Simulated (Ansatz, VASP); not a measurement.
**One calculation of BAs, two programs**

Contents of INCAR:

```
SYSTEM = BAs
PREC     = Accurate       ! precision mode
ENCUT    = 520            ! plane-wave cutoff, eV
EDIFF    = 1E-6           ! SCF threshold, eV
ISMEAR   = -1             ! smearing method
SIGMA    = 0.05           ! smearing width, eV
LREAL    = .False.        ! projectors in reciprocal space
LASPH    = .True.         ! aspherical terms in the spheres
NELM     = 80             ! most SCF steps
ALGO     = Normal         ! electronic algorithm
ISIF     = 2              ! what is computed and relaxed
LWAVE    = .False.        ! write WAVECAR
LCHARG   = .False.        ! write CHGCAR
GGA      = PE             ! functional
NBANDS   = 11             ! bands
```

File KPOINTS:

```
regular mesh
0
Gamma
  8 8 8
  0 0 0
```

POSCAR

```
BAs
1.0
    0.0000000000      2.3885000000      2.3885000000
    2.3885000000      0.0000000000      2.3885000000
    2.3885000000      2.3885000000      0.0000000000
As B
1 1
Direct
    0.7500000000      0.7500000000      0.7500000000
    0.0000000000      0.0000000000      0.0000000000
```

The input input.yaml:

```yaml
crystal:
  lattice:
    - [0.0, 2.3885, 2.3885]
    - [2.3885, 0.0, 2.3885]
    - [2.3885, 2.3885, 0.0]
  atoms:
    - { symbol: As, position: [0.75, 0.75, 0.75] }
    - { symbol: B, position: [0.0, 0.0, 0.0] }
kpoints:
  mp_grid: { grid: [8, 8, 8] }
scf:
  occupations: { method: fermi_dirac, width: 0.05 }
hamiltonian:
  xc: pbe
  pseudopotentials: { kind: all_electron, datasets: crystal }
output:
  forces: true
  stress: true
  eigenvalues: true
```

Alike in both runs: task single point; functional PBE; k mesh 8 × 8 × 8; occupations fermi-dirac, width 0.05 eV; no spin polarisation.

```csv
,VASP,Ansatz
version,VASP 6.6.1,Ansatz 0.2.0
potentials or method,"VASP PAW PBE potentials, release 64 (As, B)",all-electron PAW datasets made for the crystal
plane-wave cutoff (eV),520,see its input
```

|  | VASP | Ansatz | Ansatz less VASP |
| --- | --- | --- | --- |
| gap on the k mesh at the Fermi level (eV) | 1.19 | 1.20 | +0.011 |
| least direct gap on the mesh (eV) | 3.28 | 3.28 | +0.008 |
| pressure (GPa) | 3.4 | 2.7 | -0.69 |

Ansatz ran all-electron here, so the differences hold the error of VASP's frozen core and of both bases.

A k mesh can miss the band edges. As with any semilocal functional, this PBE gap is likely too small.
